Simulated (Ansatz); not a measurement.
**Residual resistivity of an alloy: W(100) with 4 layers of random W-Ru, 2x2**

How strongly does chemical disorder scatter in W(100) with 4 layers of random W-Ru, 2x2?

Method: Ansatz plane-wave DFT, PBE, PAW files; ballistic transport by layer matching (Landauer), zero bias; PAW set soft_1, in Ansatz 0.2.0.

### Step 1. The starting structure

The cell holds 56 atoms: 44 W and 12 Ru. Its edges and angles: a = 6.330 Å, b = 6.330 Å, c = 22.154 Å, α = 90.0°, β = 90.0°, γ = 90.0°. It derives from W. Regions: lead, 40 atoms (40 W); scattering region, 16 atoms (12 Ru and 4 W). The structure is stacked along c, and the current runs across the ab planes.

### Step 2. With 4 alloy layers

In 4 layers a share of 0.75 of the sites is given to Ru at random. The layers about the cell's end stay perfect and serve as the lead. Energies from -0.05 to 0.05 eV in steps of 0.05 eV are too few for the program's thermal sum, so it prints no conductance; for a metal the transmission near the Fermi level serves, at a fraction of the cost.

input.yaml reads:

```yaml
crystal:
  lattice:
    - [6.3296, 0.0, 0.0]
    - [0.0, 6.3296, 0.0]
    - [0.0, 0.0, 22.1536]
  atoms:
    - { symbol: W, position: [0.0, 0.0, 0.0357142857] }
    - { symbol: W, position: [0.0, 0.5, 0.0357142857] }
    - { symbol: W, position: [0.5, 0.0, 0.0357142857] }
    - { symbol: W, position: [0.5, 0.5, 0.0357142857] }
    - { symbol: W, position: [0.25, 0.25, 0.1071428571] }
    - { symbol: W, position: [0.25, 0.75, 0.1071428571] }
    - { symbol: W, position: [0.75, 0.25, 0.1071428571] }
    - { symbol: W, position: [0.75, 0.75, 0.1071428571] }
    - { symbol: W, position: [0.0, 0.0, 0.1785714286] }
    - { symbol: W, position: [0.0, 0.5, 0.1785714286] }
    - { symbol: W, position: [0.5, 0.0, 0.1785714286] }
    - { symbol: W, position: [0.5, 0.5, 0.1785714286] }
    - { symbol: W, position: [0.25, 0.25, 0.25] }
    - { symbol: W, position: [0.25, 0.75, 0.25] }
    - { symbol: W, position: [0.75, 0.25, 0.25] }
    - { symbol: W, position: [0.75, 0.75, 0.25] }
    - { symbol: W, position: [0.0, 0.0, 0.3214285714] }
    - { symbol: W, position: [0.0, 0.5, 0.3214285714] }
    - { symbol: W, position: [0.5, 0.0, 0.3214285714] }
    - { symbol: W, position: [0.5, 0.5, 0.3214285714] }
    - { symbol: Ru, position: [0.25, 0.25, 0.3928571429] }
    - { symbol: W, position: [0.25, 0.75, 0.3928571429] }
    - { symbol: Ru, position: [0.75, 0.25, 0.3928571429] }
    - { symbol: Ru, position: [0.75, 0.75, 0.3928571429] }
    - { symbol: Ru, position: [0.0, 0.0, 0.4642857143] }
    - { symbol: W, position: [0.0, 0.5, 0.4642857143] }
    - { symbol: Ru, position: [0.5, 0.0, 0.4642857143] }
    - { symbol: Ru, position: [0.5, 0.5, 0.4642857143] }
    - { symbol: Ru, position: [0.25, 0.25, 0.5357142857] }
    - { symbol: Ru, position: [0.25, 0.75, 0.5357142857] }
    - { symbol: W, position: [0.75, 0.25, 0.5357142857] }
    - { symbol: Ru, position: [0.75, 0.75, 0.5357142857] }
    - { symbol: Ru, position: [0.0, 0.0, 0.6071428571] }
    - { symbol: Ru, position: [0.0, 0.5, 0.6071428571] }
    - { symbol: W, position: [0.5, 0.0, 0.6071428571] }
    - { symbol: Ru, position: [0.5, 0.5, 0.6071428571] }
    - { symbol: W, position: [0.25, 0.25, 0.6785714286] }
    - { symbol: W, position: [0.25, 0.75, 0.6785714286] }
    - { symbol: W, position: [0.75, 0.25, 0.6785714286] }
    - { symbol: W, position: [0.75, 0.75, 0.6785714286] }
    - { symbol: W, position: [0.0, 0.0, 0.75] }
    - { symbol: W, position: [0.0, 0.5, 0.75] }
    - { symbol: W, position: [0.5, 0.0, 0.75] }
    - { symbol: W, position: [0.5, 0.5, 0.75] }
    - { symbol: W, position: [0.25, 0.25, 0.8214285714] }
    - { symbol: W, position: [0.25, 0.75, 0.8214285714] }
    - { symbol: W, position: [0.75, 0.25, 0.8214285714] }
    - { symbol: W, position: [0.75, 0.75, 0.8214285714] }
    - { symbol: W, position: [0.0, 0.0, 0.8928571429] }
    - { symbol: W, position: [0.0, 0.5, 0.8928571429] }
    - { symbol: W, position: [0.5, 0.0, 0.8928571429] }
    - { symbol: W, position: [0.5, 0.5, 0.8928571429] }
    - { symbol: W, position: [0.25, 0.25, 0.9642857143] }
    - { symbol: W, position: [0.25, 0.75, 0.9642857143] }
    - { symbol: W, position: [0.75, 0.25, 0.9642857143] }
    - { symbol: W, position: [0.75, 0.75, 0.9642857143] }
kpoints:
  mp_grid: { grid: [4, 4, 1] }
hamiltonian:
  xc: pbe
  pseudopotentials: { kind: paw, azcp: { folder: soft_1 } }
scf:
  occupations: { method: fermi_dirac, width: 0.1 }
output:
  transmission: { leads: [[0, 4]], kmesh: [8, 8], e_range: [-0.05, 0.05], de: 0.05 }
  write_potential: true
  write_density: true
  volumetric_format: npy
```

Run with:

```console
> ansatz run input.yaml --threads 4 --pin off --max-ram 15360MiB --backend cpu --events-out ev --progress --plain --runs-dir out
```

Numbers of over 12 decimals in the logs are rounded to 6 here.

Log:

```text
Engine: ansatz 0.2.0, aarch64-unknown-linux-gnu
Pseudopotentials: kind: paw
Pseudopotential: W, paw, valence charge 14, recommended cutoff 420 eV (normal), soft_1/W.paw.azcp
Pseudopotential: Ru, paw, valence charge 16, recommended cutoff 420 eV (normal), soft_1/Ru.paw.azcp
Functional definition: PBE
  parameter kappa = 0.804
  parameter beta = 0.066725
  exchange = pbe_x(kappa = kappa, mu = beta*pi^2/3)
  correlation = pbe_c(beta = beta)
Crystal: 56 atoms, lattice volume = 887.558 Å³
Basis set: ecut = 420 eV, 17351 PW (Γ)
Bands: 485, of which v1, the nominal top of the filled ones, is band 404 counted from 1 (403 counted from 0)
Symmetry: 4 space group operations
Space group: C2/m (ITA 12), of the structure as read, at distance tolerance 9.6e-5 Å
k-points: 7 of 16
Non-local potential: W, projectors of the file, l = 0: 3, l = 1: 2, l = 2: 2, l = 3: 1
Non-local potential: Ru, projectors of the file, l = 0: 3, l = 1: 2, l = 2: 2, l = 3: 1
PAW form: soft (Blöchl's): semilocal exchange-correlation on the pseudo side does not see the compensation charge
PAW one-centre angular grid: W, 590 points (default); XC on 64 Gauss nodes
PAW one-centre angular grid: Ru, 590 points (default); XC on 64 Gauss nodes
Initial density: superposition of atomic densities (chi_scale 0.1, normalization cell, long waves of neutral atoms (reshape's long-wave potential 4.00 eV rms, cloud 3.08 Å wide))
Initial wavefunctions: pseudopotential atomic-orbital guess
Functional: x = pbe(κ = 0.804, μ = 0.219515), c = pbe(β = 0.066725)
SCF iter   1: F=—  HF=-527535.037823 eV  |F-HF|=—  |Δ(HF+E_count)|=         —  Δρ=8.56e-2  dr2=2.46e2  ethr=3.10e-3  ⟨swp⟩=4.6  Hψ=12302  notcnv=0
preconditioner: auto → Kerker (q_TF=auto, 2.686 Å⁻¹)  [metal: Δε(μ)=0.006 eV  Ē_g=5.066 eV  σ=0.100 eV  W_gap=0.02  n_scr=294 (ndim 8)  ℏωp=23.6 eV  f_vac=0.000  D(μ)=50.05/eV (n_scr^D=514)]
SCF iter   2: F=—  HF=-527522.919776 eV  |F-HF|=—  |Δ(HF+E_count)|=    1.21e1  Δρ=4.39e-2  dr2=5.72e1  ethr=3.10e-3  ⟨swp⟩=2.0  Hψ=5467  notcnv=0
SCF iter   3: F=—  HF=-527518.402746 eV  |F-HF|=—  |Δ(HF+E_count)|=    4.52e0  Δρ=6.66e-3  dr2=9.78e-1  ethr=3.10e-3  ⟨swp⟩=3.1  Hψ=6140  notcnv=0
SCF iter   4: F=—  HF=-527518.366731 eV  |F-HF|=—  |Δ(HF+E_count)|=   3.60e-2  Δρ=1.17e-3  dr2=1.14e-1  ethr=1.21e-4  ⟨swp⟩=1.7  Hψ=3776  notcnv=0
SCF iter   5: F=—  HF=-527518.364828 eV  |F-HF|=—  |Δ(HF+E_count)|=   1.90e-3  Δρ=4.61e-4  dr2=1.70e-2  ethr=1.41e-5  ⟨swp⟩=1.0  Hψ=3395  notcnv=0
SCF iter   6: F=—  HF=-527518.364196 eV  |F-HF|=—  |Δ(HF+E_count)|=   6.32e-4  Δρ=1.15e-4  dr2=1.53e-3  ethr=2.10e-6  ⟨swp⟩=1.0  Hψ=3395  notcnv=0
SCF iter   7: F=—  HF=-527518.364144 eV  |F-HF|=—  |Δ(HF+E_count)|=   5.16e-5  Δρ=4.60e-5  dr2=6.02e-5  ethr=1.89e-7  ⟨swp⟩=1.0  Hψ=3395  notcnv=0
SCF iter   8: F=—  HF=-527518.363576 eV  |F-HF|=—  |Δ(HF+E_count)|=   5.68e-4  Δρ=9.34e-6  dr2=1.24e-6  ethr=7.45e-9  ⟨swp⟩=2.0  Hψ=4115  notcnv=0
SCF iter   9: F=—  HF=-527518.363576 eV  |F-HF|=—  |Δ(HF+E_count)|=   1.25e-7  Δρ=2.51e-6  dr2=5.30e-7  ethr=1.24e-11  ⟨swp⟩=7.3  Hψ=8991  notcnv=0
SCF iter  10: F=-527518.363576 eV  HF=-527518.363576 eV  |F-HF|=2.89e-8  |Δ(HF+E_count)|=   1.14e-8  Δρ=6.74e-7  dr2=3.00e-8  ethr=1.24e-11  ⟨swp⟩=1.0  Hψ=6860  notcnv=0
SCF 1 converged in 10 iterations: F = -527518.363576 eV  dr2 = 3.00e-8
  greatest PAW one-centre occupation: 1.000 electrons in one spin orbital (limit 2), on the Ru atom at site 33 (counted from 0), in its partial waves of l = 0
transmission: 78 of 756 steps passed
transmission: 159 of 756 steps passed
[...]
transmission: 756 of 756 steps passed
SCF converged after 10 iterations
Free energy (F): -527518.363576 eV
Harris-Foulkes:  -527518.363576 eV  (|F-HF|=2.89e-8)
Internal energy: -527516.733473 eV  (E = F + TS)
E sigma→0 (E₀):  -527517.548524 eV
Entropy (-TS):   -1.630103 eV (-29.109 meV/atom)
Fermi energy:    21.821621 eV
--- Per-component energies (eV) ---
  E_band       = -5007.169807
  E_kinetic    = 24019.328286
  E_local      = -43697.529409  (includes V_loc(G=0)·N_el)
  E_nonlocal   = 3841.625270
  E_hartree    = 17070.865059
  E_xc         = -13796.159545
  E_vxc        = -12728.260441  (∫ρ·V_xc dr)
  E_paw        = -419444.178195  (= ΣΔE_a)
  E_vpaw       = -10584.091257  (= ΣTr[D̂ρ^β])
  E_aug_tail   = 0.014350  (compensation charges beyond the density's cutoff)
  E_ewald      = -95510.699289
  E_smearing   = -1.630103  (= −TS)
  E_closure    = 0.000000  (closes the sum)
  Σ components = -527518.363576   (vs F -527518.363576, Δ=0.00e0)
--- Band table (eV; the first three rows and the last of 7) ---
  k-point 0: bands = [... 400 lower, 21.7701, 21.7711, 21.7711, 21.7750, 21.8658, 21.9562, 22.0338, 22.0370, ... 77 higher]
  k-point 1: bands = [... 400 lower, 21.6470, 21.6523, 21.7242, 21.7442, 21.7634, 21.8347, 21.8435, 21.8534, ... 77 higher]
  k-point 2: bands = [... 400 lower, 21.7221, 21.7252, 21.7776, 21.7831, 21.8325, 21.9103, 21.9645, 21.9684, ... 77 higher]
  k-point 6: bands = [... 400 lower, 21.7002, 21.7006, 21.7347, 21.7588, 21.8156, 21.9796, 21.9971, 22.0495, ... 77 higher]
--- Transmission ---
  basis      : 349 plane waves across, 36 finite elements along
  points     : 21, standing for a mesh of 8 x 8
  energies   : 3 from -0.050000 to 0.050000 eV about the Fermi level, 0.050000 eV apart; the leads are filled to 0.000000 eV, and channels, transmission and decay are at 0.000000 eV
  crystal 0  : W4, at the sites [0, 4], period 1.5824 Å, over 15.82 Å; its Hamiltonian steps by up to 21.8 meV
    offset         : up to 0.0000 Å between an atom of the period and one for which it stands
    channels       : 5.281250e0 a spin
    conductance    : none, the energies end too early or step too widely for 300 K: set another output.transmission.e_range or a lower de, or, where they end at an eighth of basis.ecutwfc, a higher one
    slowest decay  : 0.0372 /Å at (0.5000, 0.5000)
  junction   : crystal 0 to crystal 0, 0.70 to 21.27 Å
    transmission   : 2.659536e0 a spin
    conductance    : none, the energies end too early or step too widely for 300 K: set another output.transmission.e_range or a lower de, or, where they end at an eighth of basis.ecutwfc, a higher one
```

It took 9.9 min on 4 threads of Arm Neoverse V1, shared host; peak memory 7.9 GiB.

In the SCF lines HF is the Harris–Foulkes energy and dr2 the Hartree energy of the density residual, in eV; the loop may stop once dr2 is under the threshold and the program's other checks hold. Hψ counts applications of the Hamiltonian.

Numbers from this step:

- free energy: -527518.3636 eV
- energy at zero smearing: -527517.5485 eV
- Fermi energy: 21.82 eV
- cell area: 40.06 Å²
- transmission per spin nearest the Fermi level: 2.660
- open channels per spin nearest the Fermi level: 5.281
- step of the lead's potential: 21.8 meV

Per spin. Table of transmission, zone mean by energy, zero at the Fermi level:

```
energy (eV)  transmission, zone mean
    -0.0500                     2.59
     0.0000                     2.66
     0.0500                     2.79
```

Per spin. Open channels, zone mean, lead against energy, zero at the Fermi level:

```
energy (eV)  open channels, zone mean, lead
    -0.0500                            4.78
     0.0000                            5.28
     0.0500                            5.78
```

Transmission over k1 and k2. At 0.0000 eV from the Fermi level.

Values, 8 rows by 8 columns:
```
0.47 0.73 1.60 2.12 2.34 2.40 1.59 0.65
1.65 1.60 0.60 2.62 4.08 2.93 1.59 1.59
2.14 2.12 2.62 6.55 7.22 7.09 2.93 2.40
1.77 2.34 4.08 7.22 7.58 7.22 4.08 2.34
2.14 2.40 2.93 7.09 7.22 6.55 2.62 2.12
1.65 1.59 1.59 2.93 4.08 2.62 0.60 1.60
0.47 0.65 1.59 2.40 2.34 2.12 1.60 0.73
0.00 0.47 1.65 2.14 1.77 2.14 1.65 0.47
```
Columns: k1 (b1) from -0.5 to 0.375; rows upwards: k2 (b2) from -0.5 to 0.375.

Open channels over k1 and k2. At 0.0000 eV from the Fermi level.

Ten even steps from '_' (0.0) to '@' (14.0):
```
..__::::--::::__
..::..++++++..::
::::++@@@@@@++::
::--++@@@@@@++--
::::++@@@@@@++::
..::..++++++..::
..__::::--::::__
__....::::::....
```
Columns: k1 (b1) from -0.5 to 0.375; rows upwards: k2 (b2) from -0.5 to 0.375.

Over the solved energies the transmission per spin lies between 2.59 and 2.79, out of 5.28 channels of the lead on average (up to 5.78).

### Step 3. With 8 alloy layers

In 8 layers a share of 0.75 of the sites is given to Ru at random. A fresh draw is used; the growth of the resistance with length is what counts.

System of this step: W(100) with 8 layers of random W-Ru, 2x2. The cell holds 72 atoms: 48 W and 24 Ru. Its edges and angles: a = 6.330 Å, b = 6.330 Å, c = 28.483 Å, α = 90.0°, β = 90.0°, γ = 90.0°. It derives from W. Regions: lead, 40 atoms (40 W); scattering region, 32 atoms (8 W and 24 Ru). The structure is stacked along c, and the current runs across the ab planes.

input.yaml reads:

```yaml
crystal:
  lattice:
    - [6.3296, 0.0, 0.0]
    - [0.0, 6.3296, 0.0]
    - [0.0, 0.0, 28.4832]
  atoms:
    - { symbol: W, position: [0.0, 0.0, 0.0277777778] }
    - { symbol: W, position: [0.0, 0.5, 0.0277777778] }
    - { symbol: W, position: [0.5, 0.0, 0.0277777778] }
    - { symbol: W, position: [0.5, 0.5, 0.0277777778] }
    - { symbol: W, position: [0.25, 0.25, 0.0833333333] }
    - { symbol: W, position: [0.25, 0.75, 0.0833333333] }
    - { symbol: W, position: [0.75, 0.25, 0.0833333333] }
    - { symbol: W, position: [0.75, 0.75, 0.0833333333] }
    - { symbol: W, position: [0.0, 0.0, 0.1388888889] }
    - { symbol: W, position: [0.0, 0.5, 0.1388888889] }
    - { symbol: W, position: [0.5, 0.0, 0.1388888889] }
    - { symbol: W, position: [0.5, 0.5, 0.1388888889] }
    - { symbol: W, position: [0.25, 0.25, 0.1944444444] }
    - { symbol: W, position: [0.25, 0.75, 0.1944444444] }
    - { symbol: W, position: [0.75, 0.25, 0.1944444444] }
    - { symbol: W, position: [0.75, 0.75, 0.1944444444] }
    - { symbol: W, position: [0.0, 0.0, 0.25] }
    - { symbol: W, position: [0.0, 0.5, 0.25] }
    - { symbol: W, position: [0.5, 0.0, 0.25] }
    - { symbol: W, position: [0.5, 0.5, 0.25] }
    - { symbol: W, position: [0.25, 0.25, 0.3055555556] }
    - { symbol: Ru, position: [0.25, 0.75, 0.3055555556] }
    - { symbol: Ru, position: [0.75, 0.25, 0.3055555556] }
    - { symbol: Ru, position: [0.75, 0.75, 0.3055555556] }
    - { symbol: Ru, position: [0.0, 0.0, 0.3611111111] }
    - { symbol: Ru, position: [0.0, 0.5, 0.3611111111] }
    - { symbol: Ru, position: [0.5, 0.0, 0.3611111111] }
    - { symbol: W, position: [0.5, 0.5, 0.3611111111] }
    - { symbol: Ru, position: [0.25, 0.25, 0.4166666667] }
    - { symbol: Ru, position: [0.25, 0.75, 0.4166666667] }
    - { symbol: Ru, position: [0.75, 0.25, 0.4166666667] }
    - { symbol: W, position: [0.75, 0.75, 0.4166666667] }
    - { symbol: Ru, position: [0.0, 0.0, 0.4722222222] }
    - { symbol: Ru, position: [0.0, 0.5, 0.4722222222] }
    - { symbol: W, position: [0.5, 0.0, 0.4722222222] }
    - { symbol: Ru, position: [0.5, 0.5, 0.4722222222] }
    - { symbol: Ru, position: [0.25, 0.25, 0.5277777778] }
    - { symbol: Ru, position: [0.25, 0.75, 0.5277777778] }
    - { symbol: Ru, position: [0.75, 0.25, 0.5277777778] }
    - { symbol: Ru, position: [0.75, 0.75, 0.5277777778] }
    - { symbol: W, position: [0.0, 0.0, 0.5833333333] }
    - { symbol: Ru, position: [0.0, 0.5, 0.5833333333] }
    - { symbol: W, position: [0.5, 0.0, 0.5833333333] }
    - { symbol: Ru, position: [0.5, 0.5, 0.5833333333] }
    - { symbol: Ru, position: [0.25, 0.25, 0.6388888889] }
    - { symbol: Ru, position: [0.25, 0.75, 0.6388888889] }
    - { symbol: Ru, position: [0.75, 0.25, 0.6388888889] }
    - { symbol: Ru, position: [0.75, 0.75, 0.6388888889] }
    - { symbol: Ru, position: [0.0, 0.0, 0.6944444444] }
    - { symbol: Ru, position: [0.0, 0.5, 0.6944444444] }
    - { symbol: W, position: [0.5, 0.0, 0.6944444444] }
    - { symbol: W, position: [0.5, 0.5, 0.6944444444] }
    - { symbol: W, position: [0.25, 0.25, 0.75] }
    - { symbol: W, position: [0.25, 0.75, 0.75] }
    - { symbol: W, position: [0.75, 0.25, 0.75] }
    - { symbol: W, position: [0.75, 0.75, 0.75] }
    - { symbol: W, position: [0.0, 0.0, 0.8055555556] }
    - { symbol: W, position: [0.0, 0.5, 0.8055555556] }
    - { symbol: W, position: [0.5, 0.0, 0.8055555556] }
    - { symbol: W, position: [0.5, 0.5, 0.8055555556] }
    - { symbol: W, position: [0.25, 0.25, 0.8611111111] }
    - { symbol: W, position: [0.25, 0.75, 0.8611111111] }
    - { symbol: W, position: [0.75, 0.25, 0.8611111111] }
    - { symbol: W, position: [0.75, 0.75, 0.8611111111] }
    - { symbol: W, position: [0.0, 0.0, 0.9166666667] }
    - { symbol: W, position: [0.0, 0.5, 0.9166666667] }
    - { symbol: W, position: [0.5, 0.0, 0.9166666667] }
    - { symbol: W, position: [0.5, 0.5, 0.9166666667] }
    - { symbol: W, position: [0.25, 0.25, 0.9722222222] }
    - { symbol: W, position: [0.25, 0.75, 0.9722222222] }
    - { symbol: W, position: [0.75, 0.25, 0.9722222222] }
    - { symbol: W, position: [0.75, 0.75, 0.9722222222] }
kpoints:
  mp_grid: { grid: [4, 4, 1] }
hamiltonian:
  xc: pbe
  pseudopotentials: { kind: paw, azcp: { folder: soft_1 } }
scf:
  occupations: { method: fermi_dirac, width: 0.1 }
output:
  transmission: { leads: [[0, 4]], kmesh: [8, 8], e_range: [-0.05, 0.05], de: 0.05 }
  write_potential: true
  write_density: true
  volumetric_format: npy
```

Log:

```text
[...]
Crystal: 72 atoms, lattice volume = 1141.146 Å³
Basis set: ecut = 420 eV, 22299 PW (Γ)
Bands: 634, of which v1, the nominal top of the filled ones, is band 528 counted from 1 (527 counted from 0)
Symmetry: 1 space group operations
[...]
k-points: 10 of 16 (time reversal used)
[...]
SCF iter   1: F=—  HF=-639627.192197 eV  |F-HF|=—  |Δ(HF+E_count)|=         —  Δρ=9.99e-2  dr2=1.29e3  ethr=3.10e-3  ⟨swp⟩=4.9  Hψ=22713  notcnv=0
[...]
SCF iter  10: F=-639599.392789 eV  HF=-639599.392789 eV  |F-HF|=3.88e-8  |Δ(HF+E_count)|=   3.84e-8  Δρ=1.08e-6  dr2=4.29e-8  ethr=9.47e-12  ⟨swp⟩=5.6  Hψ=15310  notcnv=0
SCF 1 converged in 10 iterations: F = -639599.392789 eV  dr2 = 4.29e-8
[...]
transmission: 180 of 1768 steps passed
transmission: 354 of 1768 steps passed
[...]
transmission: 1768 of 1768 steps passed
SCF converged after 10 iterations
Free energy (F): -639599.392789 eV
[...]
Internal energy: -639596.634015 eV  (E = F + TS)
E sigma→0 (E₀):  -639598.013402 eV
Entropy (-TS):   -2.758774 eV (-38.316 meV/atom)
Fermi energy:    21.476941 eV
[...]
--- Band table (eV; the first three rows and the last of 10) ---
  k-point 0: bands = [... 524 lower, 21.5073, 21.5349, 21.5661, 21.5906, 21.5981, 21.6032, 21.6101, 21.6272, ... 102 higher]
  k-point 1: bands = [... 524 lower, 21.3901, 21.4101, 21.4194, 21.4458, 21.4658, 21.4869, 21.5111, 21.5212, ... 102 higher]
  k-point 2: bands = [... 524 lower, 21.3769, 21.3881, 21.4170, 21.4314, 21.4799, 21.4926, 21.5142, 21.5387, ... 102 higher]
  k-point 9: bands = [... 524 lower, 21.4247, 21.4402, 21.4496, 21.4708, 21.5000, 21.5244, 21.5422, 21.5701, ... 102 higher]
--- Transmission ---
  basis      : 349 plane waves across, 52 finite elements along
  points     : 34, standing for a mesh of 8 x 8
[...]
channels       : 5.312500e0 a spin
[...]
slowest decay  : 0.0066 /Å at (0.5000, 0.3750)
  junction   : crystal 0 to crystal 0, 0.70 to 27.60 Å
    transmission   : 2.098847e0 a spin
[...]
```

Elapsed: 26 min, on 4 threads; peak memory 8.2 GiB; 90 min of CPU time.

Numbers from this step:

| Property | Result |
| --- | --- |
| free energy | -639599.3928 eV |
| energy at zero smearing | -639598.0134 eV |
| Fermi energy | 21.48 eV |
| transmission per spin nearest the Fermi level | 2.099 |
| open channels per spin nearest the Fermi level | 5.312 |
| step of the lead's potential | 13.4 meV |

Per spin. Table of transmission, zone mean by energy, zero at the Fermi level:

```
energy (eV)  transmission, zone mean
    -0.0500                     2.13
     0.0000                     2.10
     0.0500                     2.09
```

Over the solved energies the transmission per spin lies between 2.09 and 2.13, out of 5.38 channels of the lead on average (up to 5.78).

(Continued in part 2 of 2.)

[Logs are printed without paths, hosts, clocks, repeated set-up lines and the standing remarks that a program may print on its own settings, such as how far it seeks lower states.]

[Hosts, paths, dates, database ids (printed as entryN), source tags and the programs' standing remarks are cut or masked in the printed files.]
